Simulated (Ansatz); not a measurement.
# Sn: band structure with PBE

The system is Sn.

```
Sn
1.0
    -1.91958    1.91958    1.91958
     1.91958   -1.91958    1.91958
     1.91958    1.91958   -1.91958
Sn
1
Cartesian
  0.0000 0.0000 0.0000
```

This isn't the form of Sn at room conditions, which is tetragonal (white tin).

The cell isn't the ideal one: volume scaled by 1.04.

- Program: Ansatz 0.2.0
- Task: band structure
- Functional: PBE
- Potentials or basis: Ansatz PAW
- Cutoff: 420 eV (not typed: the program's choice for these potentials)
- k mesh: 10 × 10 × 10
- Occupations: methfessel-paxton, width 0.1 eV
- Spin: no spin polarisation
- Path: [["G", "H", "N", "G", "P", "H"], ["P", "N"]]
- Points for each segment of the path: 14

- Pressure: -1.1 GPa
- Band gap on the k mesh: none (metal or under the smearing width)

Levels at the corners of the path, in eV from the Fermi level:
```csv
point,band 3,band 4,band 5,band 6,band 7,band 8,band 9,band 10,band 11,band 12
Γ,-21.50,-21.38,-21.38,-10.76,7.65,7.65,7.65,12.07,12.07,12.07
H,-21.33,-21.33,-21.33,-2.65,-0.39,-0.39,-0.39,3.89,3.89,17.91
N,-21.39,-21.39,-21.31,-6.33,-4.18,3.52,5.34,7.77,8.15,14.65
Γ,-21.50,-21.38,-21.38,-10.76,7.65,7.65,7.65,12.07,12.07,12.07
P,-21.44,-21.39,-21.39,-5.14,-1.31,-1.31,-1.31,17.36,17.36,17.36
H,-21.33,-21.33,-21.33,-2.65,-0.39,-0.39,-0.39,3.89,3.89,17.91
P,-21.44,-21.39,-21.39,-5.14,-1.31,-1.31,-1.31,17.36,17.36,17.36
N,-21.39,-21.39,-21.31,-6.33,-4.18,3.52,5.34,7.77,8.15,14.65
```

It took 0.87 s on 2 threads of Intel(R) Xeon(R) Platinum 8488C (Sapphire Rapids), with other jobs on the host, peak memory 0.36 GiB.

Caveat: spin-orbit coupling is left out, which moves the levels of the heavy elements.
